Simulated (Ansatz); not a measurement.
# TaSi2 (P6_422) in Ansatz: relaxation of cell and atoms with BLYP

Aim: the relaxation of cell and atoms of TaSi2 with BLYP.

Everything below comes from runs of Ansatz 0.2.0. Logs are shortened: lines on timing, memory, paths and dates and some standing lists are left out, and cuts for length are marked.

### Step 1. Starting point

It takes space group P6_422 (No. 181, hexagonal). The conventional cell has a = 4.784 Å, b = 4.784 Å, c = 6.570 Å, α = 90.00°, β = 90.00°, γ = 120.00°. Ta (site symmetry 222) is surrounded by 10 Si at 2.61 to 2.83 Å. Around Si (site symmetry 2) lie 5 Si at 2.56 to 2.83 Å and 5 Ta at 2.61 to 2.83 Å.

### Step 2. Relaxation of cell and atoms, BLYP

File input.yaml:

```yaml
crystal:
  lattice:
    - [4.7839, 0.0, 0.0]
    - [-2.39195, 4.1429789292, 0.0]
    - [0.0, 0.0, 6.57]
  atoms:
    - { symbol: Ta, position: [0.0, 0.5, 0.3333333333] }
    - { symbol: Ta, position: [0.5, 0.5, 0.6666666667] }
    - { symbol: Ta, position: [0.5, 0.0, 0.0] }
    - { symbol: Si, position: [0.31794, 0.15897, 0.3333333333] }
    - { symbol: Si, position: [0.15897, 0.84103, 0.6666666667] }
    - { symbol: Si, position: [0.84103, 0.68206, 0.0] }
    - { symbol: Si, position: [0.68206, 0.84103, 0.3333333333] }
    - { symbol: Si, position: [0.84103, 0.15897, 0.6666666667] }
    - { symbol: Si, position: [0.15897, 0.31794, 0.0] }
hamiltonian:
  xc: blyp
  pseudopotentials: { kind: paw }
kpoints:
  mp_grid: { grid: [5, 5, 3] }
scf:
  occupations: { method: fermi_dirac, width: 0.05 }
output:
  forces: true
  stress: true
  eigenvalues: true
relax:
  f_tol: 0.01
  max_steps: 40
  cell: { stress_tol: 0.05 }
```

Potentials or basis: Ansatz PAW.

Command:

```console
$ ansatz run input.yaml --threads 4 --pin off --max-ram 11264MiB --backend cpu --events-out ev --progress --plain --runs-dir out
```

Output:

```text
Warning: RAYON_NUM_THREADS=4 ignored (pool sized by the plan → 4); use --threads N
Engine: ansatz 0.2.0, aarch64-unknown-linux-gnu
Pseudopotentials: kind: paw
Pseudopotential: Ta, paw, valence charge 13, recommended cutoff 420 eV (normal), Ta.paw.azcp
Pseudopotential: Si, paw, valence charge 4, recommended cutoff 420 eV (normal), Si.paw.azcp
Functional definition: BLYP
  parameter beta = 0.0042
  parameter a = 0.04918
  parameter b = 0.132
  parameter c = 0.2533
  parameter d = 0.349
  exchange = b88_x(beta = beta)
  correlation = lyp_c(a = a, b = b, c = c, d = d)
Crystal: 9 atoms, lattice volume = 130.215 Å³
Basis set: ecut = 420 eV, 2523 PW (Γ), exchange–correlation on 64×64×90 points (8 copies of the dense FFT grid, shifted against one another)
Bands: 41, of which v1, the nominal top of the filled ones, is band 32 counted from 1 (31 counted from 0)
Symmetry: 12 space group operations
Space group: P6422 (ITA 181), of the structure as read, at distance tolerance 5.1e-5 Å
k-points: 10 of 75
Non-local potential: Ta, projectors of the file, l = 0: 3, l = 1: 2, l = 2: 2, l = 3: 1
Non-local potential: Si, projectors of the file, l = 0: 2, l = 1: 2, l = 2: 2
PAW form: soft (Blöchl's): semilocal exchange-correlation on the pseudo side does not see the compensation charge
PAW frozen core: Ta, regenerated for the run's functional, and the local potential with it (the file was generated under x = pbe(κ = 0.804, μ = 0.2195149727645171), c = pbe(β = 0.06672455060314922))
PAW frozen core: Si, regenerated for the run's functional, and the local potential with it (the file was generated under x = pbe(κ = 0.804, μ = 0.2195149727645171), c = pbe(β = 0.06672455060314922))
PAW one-centre angular grid: Ta, 590 points (default); XC on 64 Gauss nodes
PAW one-centre angular grid: Si, 110 points (default); XC on 64 Gauss nodes
Initial density: superposition of atomic densities (neutral atoms: chi_scale 0, normalization atom), corrected by the library's trained network
Initial wavefunctions: pseudopotential atomic-orbital guess
Functional: x = b88, c = lyp
SCF iter   1: F=—  HF=-33706.089620 eV  |F-HF|=—  |Δ(HF+E_count)|=         —  Δρ=9.12e-3  dr2=1.08e-1  ethr=1.77e-3  ⟨swp⟩=6.7  Hψ=1900  notcnv=0  defer=3
preconditioner: auto → Kerker (q_TF=auto, 2.417 Å⁻¹)  [metal: Δε(μ)=0.113 eV  Ē_g=7.282 eV  σ=0.050 eV  W_gap=0.50  n_scr=22 (ndim 8)  ℏωp=20.3 eV  f_vac=0.000  D(μ)=3.25/eV (n_scr^D=22)]
SCF iter   2: F=—  HF=-33706.074682 eV  |F-HF|=—  |Δ(HF+E_count)|=   1.49e-2  Δρ=5.68e-3  dr2=4.18e-2  ethr=1.71e-4  ⟨swp⟩=1.9  Hψ=514  notcnv=0  defer=15
SCF iter   3: F=—  HF=-33706.066374 eV  |F-HF|=—  |Δ(HF+E_count)|=   8.31e-3  Δρ=8.80e-4  dr2=1.26e-3  ethr=6.64e-5  ⟨swp⟩=2.8  Hψ=633  notcnv=0  defer=15
SCF iter   4: F=—  HF=-33706.066123 eV  |F-HF|=—  |Δ(HF+E_count)|=   2.51e-4  Δρ=2.20e-4  dr2=5.10e-5  ethr=2.00e-6  ⟨swp⟩=2.2  Hψ=556  notcnv=0  defer=15
SCF iter   5: F=—  HF=-33706.066121 eV  |F-HF|=—  |Δ(HF+E_count)|=   1.82e-6  Δρ=4.94e-5  dr2=2.56e-6  ethr=8.10e-8  ⟨swp⟩=2.0  Hψ=562  notcnv=0  defer=15
SCF iter   6: F=-33706.066123 eV  HF=-33706.066123 eV  |F-HF|=3.79e-9  |Δ(HF+E_count)|=   1.46e-6  Δρ=6.44e-6  dr2=5.88e-8  ethr=1.59e-10  ⟨swp⟩=8.9  Hψ=2071  notcnv=0
SCF 1 converged in 6 iterations: F = -33706.066123 eV  dr2 = 5.88e-8
relax step   1: F+E_penalty+E_count = -33706.06612263 eV  Δ(F+E_penalty+E_count) = +0.000e0 eV  max|allowed force component| = 1.404e-2 eV/Å  Δτ_max = 0.0000 Å  P = +10.369 GPa  Ω = 130.215 Å³  (6 SCF iters, dr2 threshold 1.00e-7 eV, accepted)
Crystal: 9 atoms, lattice volume = 142.979 Å³
Basis set: ecut = 420 eV, 2789 PW (Γ), exchange–correlation on 64×64×90 points (8 copies of the dense FFT grid, shifted against one another)
Initial density: handed on by an earlier stage of this run
Initial wavefunctions: those handed on with the density
iter 1 solved again at ethr=1.77e-4 eV; its pass at ethr=3.10e-3 eV (dr2=1.11e-1 eV) is discarded
SCF iter   1: F=—  HF=-33706.255387 eV  |F-HF|=—  |Δ(HF+E_count)|=         —  Δρ=6.11e-3  dr2=1.06e-1  ethr=1.77e-4  ⟨swp⟩=2.1  Hψ=2191  notcnv=0
preconditioner: auto → Resta (q_TF=auto, 2.380 Å⁻¹)  ε∞=9.1  [insulator: Δε(μ)=0.160 eV  Ē_g=6.821 eV  σ=0.050 eV  W_gap=0.65  n_scr=22 (ndim 8)  ℏωp=19.4 eV  f_vac=0.000  D(μ)=2.31/eV (n_scr^D=8)  ε∞_Penn≈9.1]
SCF iter   2: F=—  HF=-33706.238357 eV  |F-HF|=—  |Δ(HF+E_count)|=   1.70e-2  Δρ=2.94e-3  dr2=2.11e-2  ethr=1.68e-4  ⟨swp⟩=2.2  Hψ=544  notcnv=0
SCF iter   3: F=—  HF=-33706.234691 eV  |F-HF|=—  |Δ(HF+E_count)|=   3.67e-3  Δρ=5.92e-4  dr2=4.35e-4  ethr=3.36e-5  ⟨swp⟩=2.1  Hψ=551  notcnv=0
SCF iter   4: F=—  HF=-33706.234859 eV  |F-HF|=—  |Δ(HF+E_count)|=   1.68e-4  Δρ=1.02e-4  dr2=1.69e-5  ethr=6.91e-7  ⟨swp⟩=2.0  Hψ=603  notcnv=0
iter 5 did not close the SCF: its close was put off for the readings that it lacked (scf_convergence_deferred on its scf_iter line)
SCF iter   5: F=-33706.234863 eV  HF=-33706.234863 eV  |F-HF|=2.92e-9  |Δ(HF+E_count)|=   3.76e-6  Δρ=1.23e-5  dr2=2.76e-7  ethr=2.69e-8  ⟨swp⟩=2.0  Hψ=607  notcnv=0
SCF iter   6: F=-33706.234863 eV  HF=-33706.234863 eV  |F-HF|=4.27e-9  |Δ(HF+E_count)|=   7.13e-8  Δρ=2.65e-6  dr2=1.34e-8  ethr=4.38e-10  ⟨swp⟩=4.8  Hψ=1735  notcnv=0
SCF 2 converged in 6 iterations: F = -33706.234863 eV  dr2 = 1.34e-8
relax step   2: F+E_penalty+E_count = -33706.23486278 eV  Δ(F+E_penalty+E_count) = -1.687e-1 eV  max|allowed force component| = 2.053e-1 eV/Å  Δτ_max = 0.0236 Å  P = -4.672 GPa  Ω = 142.979 Å³  energy of the carried Pulay correction = -3.803e-3 eV  (6 SCF iters, dr2 threshold 9.00e-7 eV, accepted)
Crystal: 9 atoms, lattice volume = 138.778 Å³
Basis set: ecut = 420 eV, 2681 PW (Γ), exchange–correlation on 64×64×90 points (8 copies of the dense FFT grid, shifted against one another)
[... 43 lines left out ...]
iter 4 did not close the SCF: its close was put off for the readings that it lacked (scf_convergence_deferred on its scf_iter line)
SCF iter   4: F=-33706.324966 eV  HF=-33706.324966 eV  |F-HF|=2.40e-10  |Δ(HF+E_count)|=   1.20e-8  Δρ=2.99e-7  dr2=3.63e-11  ethr=1.12e-12  ⟨swp⟩=2.0  Hψ=702  notcnv=0
iter 5 did not close the SCF: its close was put off for the readings that it lacked (scf_convergence_deferred on its scf_iter line)
SCF iter   5: F=-33706.324966 eV  HF=-33706.324966 eV  |F-HF|=7.28e-12  |Δ(HF+E_count)|=  2.62e-10  Δρ=4.12e-8  dr2=1.89e-12  ethr=1.00e-12  ⟨swp⟩=1.0  Hψ=410  notcnv=0
iter 6 did not close the SCF: its close was put off for the readings that it lacked (scf_convergence_deferred on its scf_iter line)
SCF iter   6: F=-33706.324966 eV  HF=-33706.324966 eV  |F-HF|=1.46e-11  |Δ(HF+E_count)|=    0.00e0  Δρ=8.19e-9  dr2=5.71e-14  ethr=1.00e-12  ⟨swp⟩=1.0  Hψ=410  notcnv=0
iter 7 did not close the SCF: its close was put off for the readings that it lacked (scf_convergence_deferred on its scf_iter line)
SCF iter   7: F=-33706.324966 eV  HF=-33706.324966 eV  |F-HF|=7.28e-12  |Δ(HF+E_count)|=    0.00e0  Δρ=1.41e-9  dr2=2.72e-15  ethr=1.00e-12  ⟨swp⟩=1.0  Hψ=410  notcnv=0
SCF iter   8: F=-33706.324966 eV  HF=-33706.324966 eV  |F-HF|=1.46e-11  |Δ(HF+E_count)|=  7.28e-12  Δρ=3.80e-10  dr2=2.71e-16  ethr=1.00e-12  ⟨swp⟩=1.2  Hψ=895  notcnv=0
SCF 6 converged in 8 iterations: F = -33706.324966 eV  dr2 = 2.71e-16
relax step   6: F+E_penalty+E_count = -33706.32496613 eV  Δ(F+E_penalty+E_count) = -3.383e-3 eV  max|allowed force component| = 6.100e-4 eV/Å  Δτ_max = 0.0000 Å  P = +0.033 GPa  Ω = 138.294 Å³  stress off target by 4.17e-2 GPa  SCF on the basis re-selected at this cell (its energy is not comparable with the rows above)  (8 SCF iters)
basis re-selected at this cell: Δ(F+E_penalty+E_count) = -3.383e-3 eV, ΔP = +0.032 GPa vs the last step (what re-selecting the basis moved, of the pressure what is left beyond the Pulay correction that the steps carried, after the strain that the cell walked since its last selection, with what the two solves' SCF thresholds leave and, on support functions, any second-order correction that the steps lacked; it is no measure of the basis error at this ecutwfc). The dense FFT grid was sized anew with the basis: this SCF ran on 36×36×45 points, the steps before it on 32×32×45, so part of this shift can come from that change (see relax.cell in the input reference). This SCF's stress stands 4.17e-2 GPa from its target on what of the cell is left free (relax.cell.stress_tol is 5.00e-2 GPa) and its largest allowed force component is 6.10e-4 eV/Å (relax.f_tol is 1.00e-2 eV/Å): within both
SCF converged after 8 iterations
Free energy (F): -33706.324966 eV
Harris-Foulkes:  -33706.324966 eV  (|F-HF|=1.46e-11)
Internal energy: -33706.299704 eV  (E = F + TS)
E sigma→0 (E₀):  -33706.312335 eV
Entropy (-TS):   -0.025262 eV (-2.807 meV/atom)
Fermi energy:    14.634579 eV
--- Per-component energies (eV) ---
  E_band       = -287.848161
  E_kinetic    = 1352.693757
  E_local      = -2458.088332  (includes V_loc(G=0)·N_el)
  E_nonlocal   = 200.936153
  E_hartree    = 924.796616
  E_xc         = -974.202668
  E_vxc        = -877.804699  (∫ρ·V_xc dr)
  E_paw        = -28377.984589  (= ΣΔE_a)
  E_vpaw       = -355.178821  (= ΣTr[D̂ρ^β])
  E_aug_tail   = 0.000548  (compensation charges beyond the density's cutoff)
  E_ewald      = -4375.241950
  E_core_change = 0.790760  (= ΣΔE_core)
  E_smearing   = -0.025262  (= −TS)
  E_closure    = 0.000000  (closes the sum)
  Σ components = -33706.324966   (vs F -33706.324966, Δ=0.00e0)
--- Forces (eV/Å), atoms counted from 1 ---
  atom   1  Ta    -0.00000000     0.00000000     0.00000000
  atom   2  Ta     0.00000000    -0.00000000    -0.00000000
  atom   3  Ta     0.00000000    -0.00000000     0.00000000
  atom   4  Si     0.00052827     0.00030500     0.00000000
  atom   5  Si     0.00052827    -0.00030500    -0.00000000
  atom   6  Si     0.00000000    -0.00061000     0.00000000
  atom   7  Si    -0.00052827    -0.00030500     0.00000000
  atom   8  Si    -0.00052827     0.00030500    -0.00000000
  atom   9  Si    -0.00000000     0.00061000     0.00000000
  max |Σ_I F_I| component: 1.42e-16 eV/Å
--- Stress (GPa, compression-positive) ---
        0.041738      -0.000000       0.000000
       -0.000000       0.041738       0.000000
        0.000000       0.000000       0.014983
  P = ⅓ Tr σ = 0.0328 GPa (0.328 kbar)
--- Band table (eV; the first three rows and the last of 10) ---
  k-point 0: bands = ["-53.2577", "-53.2463", "-53.2463", "-19.9025", "-19.8858", "-19.8858", "-19.8371", "-19.8371", "-19.7606", "-19.7606", "-19.7596", "-19.7549", "1.7773", "4.9949", "4.9949", "8.4640", "8.4640", "8.5754", "9.2115", "9.2115", "9.7687", "11.1411", "11.1411", "11.4379", "12.1567", "12.1654", "12.1654", "12.4516", "12.4516", "12.6300", "12.6300", "13.2934", "15.4955", "17.4179", "17.4179", "17.6270", "17.8012", "17.9272", "18.2532", "18.2532", "18.3439"]
  k-point 1: bands = ["-53.2559", "-53.2514", "-53.2429", "-19.9190", "-19.8876", "-19.8545", "-19.8394", "-19.8317", "-19.7807", "-19.7705", "-19.7608", "-19.7399", "2.1926", "3.3561", "6.5959", "8.0238", "8.9255", "9.0995", "9.2491", "9.2580", "9.5810", "10.2844", "10.3412", "10.5644", "12.0211", "12.1787", "12.5001", "12.5114", "12.7001", "12.7930", "13.0833", "14.6028", "16.2279", "16.8697", "17.2404", "17.3129", "17.7612", "18.0970", "18.1459", "18.1657", "18.2279"]
  k-point 2: bands = ["-53.2567", "-53.2472", "-53.2463", "-19.9179", "-19.8935", "-19.8751", "-19.8380", "-19.8314", "-19.7661", "-19.7654", "-19.7559", "-19.7460", "2.1294", "5.1878", "5.2699", "6.6705", "7.5126", "8.7734", "9.1780", "10.1735", "10.5716", "10.9427", "11.1659", "11.3183", "11.8203", "11.9954", "12.3887", "12.6121", "12.7868", "12.8440", "13.1578", "13.2031", "15.3301", "16.4257", "16.8543", "17.3558", "17.4586", "17.4702", "17.7758", "18.1430", "18.3186"]
  k-point 9: bands = ["-53.2537", "-53.2497", "-53.2468", "-19.9241", "-19.9165", "-19.8805", "-19.8362", "-19.8135", "-19.7800", "-19.7622", "-19.7442", "-19.7426", "3.9583", "4.8016", "4.8771", "5.7129", "6.6806", "7.6286", "8.7790", "9.6210", "10.5771", "11.0701", "11.5029", "11.9254", "12.0830", "12.3861", "12.4516", "12.5497", "13.1661", "13.8755", "14.3924", "14.5662", "15.7329", "16.3347", "16.4722", "16.9805", "17.1065", "17.2905", "17.3634", "17.6631", "17.8861"]
--- Relaxed structure (5 steps of the walk, 5 accepted, 1 SCFs on fresh bases) ---
  F+E_penalty+E_count = -33706.32496613 eV   max|allowed force component| = 6.100e-4 eV/Å   (the final SCF, on the basis selected at the relaxed cell)
  cell:  # Å, volume = 138.2939 Å³
    - [4.90925035733234, -6.060201316432461e-33, -3.0720484331178504e-18]
    - [-2.45462517866617, 4.2515355229876395, 9.570826211071736e-18]
    - [-4.2190175809480824e-18, 1.2741713150438226e-17, 6.625858468276002]
  atoms:
    - { symbol: Ta, position: [-2.1302736046101586e-19, 0.5, 0.3333333333333333] }
    - { symbol: Ta, position: [0.5, 0.5, 0.6666666666666666] }
    - { symbol: Ta, position: [0.5, 3.634670550863614e-22, 1.925929944387236e-34] }
    - { symbol: Si, position: [0.3171564473905169, 0.15857822369525845, 0.3333333333333333] }
    - { symbol: Si, position: [0.15857822369525837, 0.8414217763047415, 0.6666666666666666] }
    - { symbol: Si, position: [0.8414217763047416, 0.6828435526094833, 3.6570802206979076e-20] }
    - { symbol: Si, position: [0.6828435526094829, 0.8414217763047415, 0.3333333333333333] }
    - { symbol: Si, position: [0.8414217763047416, 0.15857822369525845, 0.6666666666666666] }
    - { symbol: Si, position: [0.15857822369525845, 0.3171564473905169, -3.657080220697821e-20] }
```

Run time: 17 s. Hardware: 4 threads of Arm Neoverse N1, shared host; peak memory 0.45 GiB.

What came out:

- Free energy: -33706.3250 eV
- Relaxed volume: 15.37 Å³/atom
- Relaxed cell: a = 4.909 Å, b = 4.909 Å, c = 6.626 Å, α = 90.00°, β = 90.00°, γ = 120.00°
- Space group after relaxing (to 0.05 Å): P6_422 (No. 181)
- Energy gained by relaxing: 28.8 meV/atom
- Ionic steps: 6
- Pressure after relaxing: 0.0 GPa
- Band gap on the k mesh: none (metal or under the smearing width)

The path:
```tsv
step	energy change (eV)	largest force (eV/Å)	volume (Å³)
1	0.0000	0.0140	130.21
2	-0.1687	0.2053	142.98
3	-0.2542	0.0314	138.78
4	-0.2555	0.0016	138.25
5	-0.2555	0.0001	138.29
6	-0.2588	0.0006	138.29
```

Final structure:
```
Ta Si
1.0
     4.90925    0.00000    0.00000
    -2.45463    4.25154    0.00000
     0.00000    0.00000    6.62586
Ta Si
3 6
Direct
  0.00000 0.50000 0.33333
  0.50000 0.50000 0.66667
  0.50000 0.00000 0.00000
  0.31716 0.15858 0.33333
  0.15858 0.84142 0.66667
  0.84142 0.68284 0.00000
  0.68284 0.84142 0.33333
  0.84142 0.15858 0.66667
  0.15858 0.31716 0.00000
```

Levels at points of the mesh, in eV from the Fermi level:
```
           k point  band 29  band 30  band 31  band 32  band 33  band 34  band 35  band 36
(0.00, 0.00, 0.00)    -2.18    -2.00    -2.00    -1.34     0.86     2.78     2.78     2.99
```

Caveat: the plane-wave basis is chosen anew once the cell has moved, so the energies of steps on either side of that aren't comparable; the PAW data sets come from PBE, with cores solved anew for the run's functional, which leaves a small shift of forces and pressure. Zero-point motion and thermal expansion aren't in these numbers.
